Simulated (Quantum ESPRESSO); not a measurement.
# WS4 in Quantum ESPRESSO: a series of runs, part 3 of 3

Quantum ESPRESSO 7.5. The steps go on from the part before.

### 4 Work function, PBE

The input, pw.in:

```
&CONTROL
  calculation = 'scf'
  prefix = 'pwscf'
  outdir = './tmp'
  pseudo_dir = './pseudo'
  tprnfor = .true.
  disk_io = 'low'
/
&SYSTEM
  ibrav = 0
  celldm(1) = 8
  nat = 5
  ntyp = 2
  ecutwfc = 74
  nbnd = 27
  occupations = 'smearing'
  smearing = 'fd'
  degauss = 0.00367493
/
&ELECTRONS
  conv_thr = 5d-09
  electron_maxstep = 150
  mixing_beta = 0.3
  mixing_mode = 'local-TF'
/
ATOMIC_SPECIES
S     32.0600 S.upf
W    183.8400 W.upf
CELL_PARAMETERS alat
  0.7519967530608   0.0000000000000   0.0000000000000
 -0.3759983765440   0.6512482917219   0.0000000000000
  0.0000000000000   0.0000000000000  10.8144850192355
ATOMIC_POSITIONS crystal
S      0.6666666700    0.3333333400    0.1638190111
S      0.6666666700    0.3333333400    0.4659374011
W      0.3333333300    0.6666666600    0.5000000000
S      0.6666666700    0.3333333400    0.5340625989
S      0.6666666700    0.3333333400    0.8361809889
K_POINTS automatic
12 12 1 0 0 0
```

The input, pp_density.in:

```
&INPUTPP
  prefix = 'pwscf'
  outdir = './tmp'
  filplot = 'density.dat'
  plot_num = 0
/
&PLOT
  nfile = 1
  filepp(1) = 'density.dat'
  iflag = 3
  output_format = 6
  fileout = 'density.cube'
/
```

The input, pp_potential.in:

```
&INPUTPP
  prefix = 'pwscf'
  outdir = './tmp'
  filplot = 'potential.dat'
  plot_num = 11
/
&PLOT
  nfile = 1
  filepp(1) = 'potential.dat'
  iflag = 3
  output_format = 6
  fileout = 'potential.cube'
/
```

The input, pp_elf.in:

```
&INPUTPP
  prefix = 'pwscf'
  outdir = './tmp'
  filplot = 'elf.dat'
  plot_num = 8
/
&PLOT
  nfile = 1
  filepp(1) = 'elf.dat'
  iflag = 3
  output_format = 6
  fileout = 'elf.cube'
/
```

Potentials or basis: PseudoDojo 0.4.1 SR PBE standard.

The run is started by

```bash
$ OMP_NUM_THREADS=1 mpirun -n 2 pw.x -nk 2 -in pw.in > pw.out
$ OMP_NUM_THREADS=1 mpirun -n 1 pp.x -in pp_density.in > pp_density.out
$ OMP_NUM_THREADS=1 mpirun -n 1 pp.x -in pp_potential.in > pp_potential.out
$ OMP_NUM_THREADS=1 mpirun -n 1 pp.x -in pp_elf.in > pp_elf.out
```

pw.out:

```text
This program is part of the open-source Quantum ESPRESSO suite
     for quantum simulation of materials; please cite
[... 6 lines left out ...]
     using ibrav=0 with symmetry is DISCOURAGED, use correct ibrav instead

     K-points division:     npool     =       2
     Subspace diagonalization in iterative solution of the eigenvalue problem:
     a serial algorithm will be used

     G-vector sticks info
     --------------------
     sticks:   dense  smooth     PW     G-vecs:    dense   smooth      PW
     Sum         745     745    211               233789   233789   36719

     Using Slab Decomposition

     bravais-lattice index     =            0
     lattice parameter (alat)  =       8.0000  a.u.
     unit-cell volume          =    2711.6796 (a.u.)^3
     number of atoms/cell      =            5
     number of atomic types    =            2
     number of electrons       =        38.00
     number of Kohn-Sham states=           27
     kinetic-energy cutoff     =      74.0000  Ry
     charge density cutoff     =     296.0000  Ry
     scf convergence threshold =      5.0E-09
     mixing beta               =       0.3000
     number of iterations used =            8  local-TF  mixing
     Exchange-correlation= PBE
                           (   1   4   3   4   0   0   0)

     celldm(1)=   8.000000  celldm(2)=   0.000000  celldm(3)=   0.000000
     celldm(4)=   0.000000  celldm(5)=   0.000000  celldm(6)=   0.000000

     crystal axes: (cart. coord. in units of alat)
               a(1) = (   0.751997   0.000000   0.000000 )
               a(2) = (  -0.375998   0.651248   0.000000 )
               a(3) = (   0.000000   0.000000  10.814485 )

     reciprocal axes: (cart. coord. in units 2 pi/alat)
               b(1) = (  1.329793  0.767756 -0.000000 )
               b(2) = (  0.000000  1.535513  0.000000 )
               b(3) = (  0.000000 -0.000000  0.092469 )

     PseudoPot. # 1 for S  read from file:
     S.upf
     Pseudo is Norm-conserving + core correction, Zval =  6.0
     Generated using ONCVPSP code by D. R. Hamann
     Using radial grid of 1146 points,  6 beta functions with:
                l(1) =   0
[... 30 lines left out ...]
         2        S      tau(   2) = (   0.3759984   0.2170828   5.0388730  )
         3        W      tau(   3) = (  -0.0000000   0.4341655   5.4072425  )
         4        S      tau(   4) = (   0.3759984   0.2170828   5.7756120  )
         5        S      tau(   5) = (   0.3759984   0.2170828   9.0428668  )

     number of k points=    19  Fermi-Dirac smearing, width (Ry)=  0.0037
                       cart. coord. in units 2pi/alat
        k(    1) = (   0.0000000   0.0000000   0.0000000), wk =   0.0138889
        k(    2) = (   0.0000000   0.1279594   0.0000000), wk =   0.0833333
        k(    3) = (   0.0000000   0.2559188   0.0000000), wk =   0.0833333
        k(    4) = (   0.0000000   0.3838782   0.0000000), wk =   0.0833333
        k(    5) = (   0.0000000   0.5118376   0.0000000), wk =   0.0833333
        k(    6) = (   0.0000000   0.6397969   0.0000000), wk =   0.0833333
[... 11 lines left out ...]
        k(   18) = (   0.3324482   0.7037766   0.0000000), wk =   0.1666667
        k(   19) = (   0.4432643   0.7677563   0.0000000), wk =   0.0277778

     Dense  grid:   233789 G-vectors     FFT dimensions: (  36,  36, 480)

     Initial potential from superposition of free atoms

     starting charge      37.9994, renormalised to      38.0000

     negative rho (up, down):  4.636E-05 0.000E+00
     Starting wfcs are   26 randomized atomic wfcs +    1 random wfcs

     Self-consistent Calculation

     iteration #  1     ecut=    74.00 Ry     beta= 0.30
     Davidson diagonalization with overlap
     ethr =  1.00E-02,  avg # of iterations =  5.0

     Threshold (ethr) on eigenvalues was too large:
     Diagonalizing with lowered threshold

     Davidson diagonalization with overlap
     ethr =  3.22E-04,  avg # of iterations =  3.1

     negative rho (up, down):  5.940E-04 0.000E+00
[... 197 lines left out ...]
     iteration # 23     ecut=    74.00 Ry     beta= 0.30
     Davidson diagonalization with overlap
     ethr =  1.56E-11,  avg # of iterations =  3.0

     End of self-consistent calculation

          k = 0.0000 0.0000 0.0000 ( 29187 PWs)   bands (ev):

   -77.2110 -41.4496 -41.2969 -41.2969 -17.9553 -16.2792 -15.2472 -15.2472
    -9.5122  -6.0765  -6.0765  -5.2269  -4.8312  -4.8312  -4.6032  -4.6032
    -3.1597  -1.2911  -1.2911  -1.2911  -1.2911  -0.2809  -0.2809  -0.0992
    -0.0992   1.9093   2.5023
[... 31 lines left out ...]
   -77.1955 -41.6063 -41.3922 -41.3700 -16.0261 -15.6172 -13.8521 -13.8521
    -9.4586  -8.1277  -7.5773  -6.5296  -5.9541  -5.9541  -5.2043  -4.5567
    -4.2516  -3.2638  -3.2638  -2.3717  -2.3717  -0.4383  -0.1377   0.8144
     1.5351   2.5641   4.5412

          k = 0.0000-0.7678 0.0000 ( 29238 PWs)   bands (ev):

   -77.1944 -41.6279 -41.3880 -41.3752 -15.8400 -15.5592 -13.7138 -13.7138
    -9.6623  -8.2972  -7.5910  -6.6158  -6.2553  -6.2553  -5.2546  -4.4695
    -4.0846  -3.1359  -3.1359  -2.4359  -2.4359  -0.3320   0.1339   0.9036
     1.5966   1.9445   4.7614
[... 80 lines left out ...]
   -77.1923 -41.5451 -41.5113 -41.3804 -15.5259 -15.3974 -13.4826 -13.4826
    -8.9493  -8.5342  -7.6652  -7.0640  -6.3995  -5.5050  -5.1103  -5.1103
    -5.1103  -5.1103  -3.1774  -2.9275  -2.9275  -1.3866   0.2332   0.9058
     2.3892   3.5273   3.8988

     the Fermi energy is    -3.0854 ev

!    total energy              =    -239.88251303 Ry
     estimated scf accuracy    <          2.3E-09 Ry
     smearing contrib. (-TS)   =      -0.00376677 Ry
     internal energy E=F+TS    =    -239.87874627 Ry

     The total energy is F=E-TS. E is the sum of the following terms:
     one-electron contribution =   -2314.56321363 Ry
     hartree contribution      =    1156.61977432 Ry
     xc contribution           =     -57.95028715 Ry
     ewald contribution        =     976.01498019 Ry

     convergence has been achieved in  23 iterations

     Forces acting on atoms (cartesian axes, Ry/au):

     atom    1 type  1   force =     0.00000000   -0.00000000    0.00002184
     atom    2 type  1   force =     0.00000000    0.00000000   -0.01002336
     atom    3 type  2   force =     0.00000000   -0.00000000    0.00000000
     atom    4 type  1   force =    -0.00000000    0.00000000    0.01002336
     atom    5 type  1   force =     0.00000000   -0.00000000   -0.00002184

     Total force =     0.014175     Total SCF correction =     0.000119

=------------------------------------------------------------------------------=
   JOB DONE.
=------------------------------------------------------------------------------=
```

pp_density.out:

```text
This program is part of the open-source Quantum ESPRESSO suite
     for quantum simulation of materials; please cite
         "P. Giannozzi et al., J. Phys.:Condens. Matter 21 395502 (2009);
         "P. Giannozzi et al., J. Phys.:Condens. Matter 29 465901 (2017);
         "P. Giannozzi et al., J. Chem. Phys. 152 154105 (2020);
     in publications or presentations arising from this work. More details at

     IMPORTANT: XC functional enforced from input :
     Exchange-correlation= PBE
                           (   1   4   3   4   0   0   0)
     Any further DFT definition will be discarded
     Please, verify this is what you really want

     G-vector sticks info
     --------------------
     sticks:   dense  smooth     PW     G-vecs:    dense   smooth      PW
     Sum         745     745    211               233789   233789   36719

     Using Slab Decomposition

     Calling punch_plot, plot_num =   0
     Writing data to file  density.dat
     Reading data from file  density.dat

     Writing data to be plotted to file density.cube
     Plot Type: 3D                     Output format: Gaussian cube

=------------------------------------------------------------------------------=
   JOB DONE.
=------------------------------------------------------------------------------=
```

Run time: 7.1 min. Hardware: 2 MPI ranks of Arm Neoverse V1, shared host; peak memory 1 GiB.

What came out:

```yaml
Free_energy: -3263.7679 eV
Largest_force: 0.258 eV/Å
Band_gap_on_the_k_mesh: none (metal or under the smearing width)
Work_function_of_the_upper_face: 7.03 eV
Work_function_of_the_lower_face: 7.03 eV
```

Forces in eV/Å, atoms in the order of the input:
```
S    0.000  0.000  0.001
S    0.000  0.000 -0.258
W    0.000  0.000  0.000
S    0.000  0.000  0.258
S    0.000  0.000 -0.001
```

Levels at points of the mesh, in eV from the Fermi level:
```
            k point  band 17  band 18  band 19  band 20  band 21  band 22
 (0.00, 0.00, 0.00)    -0.07     1.79     1.79     1.79     1.79     2.80
(0.00, -0.50, 0.00)    -1.00    -0.05    -0.05     0.65     0.65     2.75
```

### 5 Overview

| k mesh | gap on the mesh (eV) | largest force (eV/Å) | work function (eV) |
| --- | --- | --- | --- |
| 8 × 8 × 1 | none | 0.25 | 7.03 |
| 10 × 10 × 1 | none | 0.25 | 7.04 |
| 12 × 12 × 1 | none | 0.26 | 7.03 |

Alike in all rows: task work function; level PBE; potentials or basis PseudoDojo 0.4.1 SR PBE standard; no spin polarisation; cell as given; cutoff (eV) 1007; smearing fermi-dirac 0.05 eV.

Every run on the cell as given and a fine mesh finds a metal.

Total energies depend on the potentials used, so only differences within one code and one set of settings carry meaning.
